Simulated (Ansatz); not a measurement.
# Sb in Ansatz: the effect of functional

Sb:

```xyz
2
Lattice="3.3987 0.0000 0.0000 -1.6993 2.9433 0.0000 0.0000 0.0000 5.5421" Properties=species:S:1:pos:R:3 pbc="T T T"
Sb    1.6993    0.9811    4.1566
Sb    0.0000    1.9622    1.3855
```

This isn't the form of Sb at room conditions, which is rhombohedral.

The cell isn't the ideal one: volume scaled by 1.04.

Alike in all runs:

| Item | Value |
| --- | --- |
| Program | Ansatz 0.2.0 |
| Task | single point |
| Potentials or basis | Ansatz PAW |
| k mesh | 9 × 9 × 5 |
| Occupations | fermi-dirac, width 0.05 eV |
| Spin | no spin polarisation |

| functional | cutoff | pressure (GPa) |
| --- | --- | --- |
| LDA | 420 eV (not typed: the program's choice for these potentials) | ? |
| PBEsol | 420 eV (not typed: the program's choice for these potentials) | -3.7 |
| r2SCAN | 500 eV (not typed: the program's choice for these potentials) | -1.6 |

Question: What does the run with functional LDA give?

Answer: Pressure -4.8 GPa.

Caveats: the PAW data sets come from PBE, with cores solved anew for the run's functional, which leaves a small shift of forces and pressure.
